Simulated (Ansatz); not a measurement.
**Two inputs for SiO₂**

Cell: an entry of the Crystallography Open Database (COD).

Space group Pbcn (No. 60); a = 4.0970, b = 5.0462, c = 4.4946 Å.

| site | Wyckoff | site symmetry | x | y | z |
| --- | --- | --- | --- | --- | --- |
| Si | 4c | .2. | 0.0000 | 0.1522 | 0.2500 |
| O | 8d | 1 | 0.7336 | 0.6245 | 0.9186 |

One atom of each set is listed.

Reference run. Method: Kohn–Sham DFT in Ansatz, PBE, plane waves and PAW, scalar-relativistic, 420 eV cutoff, Γ-centred 5×4×5 k-points, Fermi–Dirac smearing 0.02 eV.

Task: The input is changed as follows: `magnetization`: not typed → {spin_polarized: true}; `scf.eigensolver.kind`: not typed → davidson; `basis.precision`: not typed → f64; `basis.ecutwfc`: not typed → 18.4 Ry. What happens to V_zz (10²¹ V/m²) and η?

Result: 

```json
{"site": "Si", "V_zz reference": "0.94", "η reference": "0.49", "V_zz changed": "0.96", "η changed": "0.47"}
{"site": "O", "V_zz reference": "-11.68", "η reference": "0.46", "V_zz changed": "-10.28", "η changed": "0.47"}
```

The largest change of V_zz is on O, from -11.68 to -10.28. In per cent, |V_zz| changes by +3 on Si, -12 on O (all sites that start above 0.5). Its pressure is 13 GPa, against 6 GPa in the reference run. SCF iterations: 6 and 8. New warnings: cutoff below recommended, no starting moments. In the changed run the cutoff of 250 eV lies below the one recommended for these PAW files, so its values aren't converged ones.

On the reference run: At this cell the PBE pressure is 6 GPa, so with PBE the cell would grow if it were relaxed. The largest force is 1.0 eV/Å, so the atoms aren't at the calculated equilibrium and relaxing them would move these values.
